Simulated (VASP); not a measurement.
**ZnS in VASP: how settings move the r2SCAN single point**

Aim: see what changed inputs do to the r2SCAN single point of ZnS (zincblende), under -4.0 % equal strain in all directions.

Code: VASP 6.6.1. PAW datasets, plane waves. The values are computed, spin-unpolarised, and not measurements.

## Step 1: The cell

The cell comes from an earlier relaxation with r2SCAN in another program.

The symmetry is F-43m (No. 216, cubic); conventional cell a = 5.173 Å, 17.30 Å³ an atom. Zn has 4 S at 2.24 Å; S has 4 Zn at 2.24 Å.

Structure file:

```xyz
2
Lattice="0.0000 2.5863 2.5863 2.5863 0.0000 2.5863 2.5863 2.5863 0.0000" Properties=species:S:1:pos:R:3 pbc="T T T"
Zn    0.0000    0.0000    0.0000
S     1.2932    1.2932    1.2932
```

## Step 2: Baseline

File INCAR:

```
ENCUT = 520.000000
SIGMA = 0.010000
EDIFF = 1.00e-07
ALGO = Normal
METAGGA = R2SCAN
PREC = Accurate
IBRION = -1
ISIF = 2
ISMEAR = 0
NBANDS = 16
NELM = 120
NSW = 0
LASPH = .TRUE.
LCHARG = .TRUE.
LELF = .TRUE.
LWAVE = .FALSE.
LREAL = .FALSE.
```

File KPOINTS:

```
KPOINTS created by Atomic Simulation Environment
0
Gamma
8 8 8
0 0 0
```

File POSCAR:

```
Zn S
 1.0000000000000000
     0.0000000000000000    2.5863223992000002    2.5863223992000002
     2.5863223992000002    0.0000000000000000    2.5863223992000002
     2.5863223992000002    2.5863223992000002    0.0000000000000000
 Zn  S
   1   1
Cartesian
  0.0000000000000000  0.0000000000000000  0.0000000000000000
  1.2931611996000003  1.2931611996000003  1.2931611996000003
```

A file KPOINTS_OPT adds named points for the levels; it doesn't enter the self-consistent loop.

Potentials: the recommended PBE PAW datasets, 18 valence electrons.

Run with:

```console
> mpirun -np 1 vasp_std
```

## Step 3: Altered input 1

File INCAR:

```
ENCUT = 520.000000
EDIFF = 1.00e-07
ALGO = Normal
METAGGA = R2SCAN
PREC = Accurate
IBRION = -1
ISIF = 2
NBANDS = 16
NSW = 0
LASPH = .TRUE.
LCHARG = .FALSE.
LWAVE = .FALSE.
LREAL = .FALSE.
ISMEAR = 0
SIGMA = 0.2
LDAU = .TRUE.
LDAUTYPE = 2
LDAUL = 2 -1
LDAUU = 3.0 0
LDAUJ = 0 0
LMAXMIX = 4
NELM = 95
```

KPOINTS is that of step 2.

POSCAR is that of step 2.

## Step 4: Altered input 2

INCAR, as its differences from that of step 2:

```diff
@@ -10,8 +10,9 @@
 NBANDS = 16
-NELM = 120
 NSW = 0
 LASPH = .TRUE.
-LCHARG = .TRUE.
-LELF = .TRUE.
+LCHARG = .FALSE.
 LWAVE = .FALSE.
 LREAL = .FALSE.
+MAXMIX = 10
+LMAXMIX = 6
+NELM = 99
```

KPOINTS is that of step 2.

POSCAR is that of step 2.

## Step 5: Altered input 3

INCAR, as its differences from that of step 2:

```diff
@@ -10,8 +10,11 @@
 NBANDS = 16
-NELM = 120
 NSW = 0
 LASPH = .TRUE.
-LCHARG = .TRUE.
-LELF = .TRUE.
+LCHARG = .FALSE.
 LWAVE = .FALSE.
 LREAL = .FALSE.
+NELM = 68
+LDAU = .TRUE.
+LDAUTYPE = 2
+LDAUL = 2 2 2
+LDAUU = 4 4 4
```

KPOINTS is that of step 2.

POSCAR is that of step 2.

Before running it: what results should come out? Wanted: for each run, changed; ending; energy change; pressure; electronic steps; usable.

**Answer**, as computed:

| run | changed | ending | energy change (meV/atom) | pressure (GPa) | gap on the mesh (eV; negative: overlap) | electronic steps | time | usable |
| --- | --- | --- | --- | --- | --- | --- | --- | --- |
| ref. | – | converged | 0 | 12.7 | 3.31 | 14 | 77 s | yes |
| 1 | ISMEAR = 0, SIGMA = 0.2, LDAU = .TRUE., LDAUTYPE = 2, LDAUL = 2 -1, LDAUU = 3.0 0, LDAUJ = 0 0, LMAXMIX = 4, NELM = 95 | converged | – | 11.1 | 3.50 | 16 | 71 s | no |
| 2 | MAXMIX = 10, LMAXMIX = 6, NELM = 99 | converged | 0.0 | 12.7 | 3.31 | 18 | 85 s | yes |
| 3 | LDAU = .TRUE., LDAUTYPE = 2, LDAUL = 2 2 2, LDAUU = 4 4 4 | converged | – | 10.4 | 3.53 | 16 | 65 s | no |

What this shows: Of 3 altered inputs, 2 ended normally on a faulty or unsound input, 1 gave usable results.
